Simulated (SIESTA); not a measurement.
**SnSe2: single point with PBEsol**

SnSe2:

```xyz
3
Lattice="3.8110 0.0000 0.0000 -1.9055 3.3004 0.0000 0.0000 0.0000 6.1360" Properties=species:S:1:pos:R:3 pbc="T T T"
Sn   -0.0040   -0.0133   -0.0115
Se    1.8972    1.1299    4.5987
Se   -0.0040    2.2062    1.5534
```

The cell isn't the ideal one: atoms moved at random, drawn with an rms of 0.05 Å.

* Program: SIESTA 5.4.2
* Task: single point
* Functional: PBEsol
* Potentials or basis: PseudoDojo 0.4 standard (PBEsol files)
* Basis: DZP (energy shift 0.003 Ry; two zetas on semicore shells)
* Grid cutoff: 500 Ry
* Energy shift: 0.003 Ry
* k mesh: 8 × 8 × 5
* Occupations: fermi-dirac, width 0.05 eV
* Spin: no spin polarisation

```
Pressure               : 4.2 GPa
Largest force          : 0.983 eV/Å
Band gap on the k mesh : 0.63 eV, indirect (least direct gap 0.85 eV)
```

Forces in eV/Å, atoms in the order of the input:
```
Sn  -0.014  0.235  0.329
Se   0.017 -0.195 -0.963
Se  -0.005 -0.040  0.630
```

Stress tensor (GPa, compression positive):
```
 3.59  0.00 -0.06
 0.00  3.86  0.41
-0.06  0.41  5.12
```

Levels at points of the mesh, in eV from the valence-band top:
| k point | band 20 | band 21 | band 22 | band 23 | band 24 | band 25 | band 26 | band 27 |
| --- | --- | --- | --- | --- | --- | --- | --- | --- |
| (0.00, 0.00, 0.00) | -0.70 | -0.52 | -0.46 | -0.02 | 0.83 | 3.01 | 4.54 | 4.64 |
| (0.50, 0.00, 0.00) | -3.04 | -2.80 | -1.35 | -0.43 | 1.06 | 3.83 | 5.50 | 5.68 |
| (0.00, 0.50, 0.00) | -3.07 | -2.79 | -1.29 | -0.42 | 1.06 | 3.84 | 5.50 | 5.61 |
| (0.50, 0.50, 0.00) | -3.03 | -2.81 | -1.36 | -0.43 | 1.06 | 3.83 | 5.50 | 5.69 |

Run time: 34 s on 1 thread of Arm Neoverse V2, with other jobs on the host, peak memory 0.28 GiB.

Caveat: spin-orbit coupling is left out, which moves the levels of the heavy elements; an odd mesh through Γ misses points on the zone boundary, where band edges often lie; the basis of atomic orbitals isn't converged, which shifts pressures, moduli and gaps.
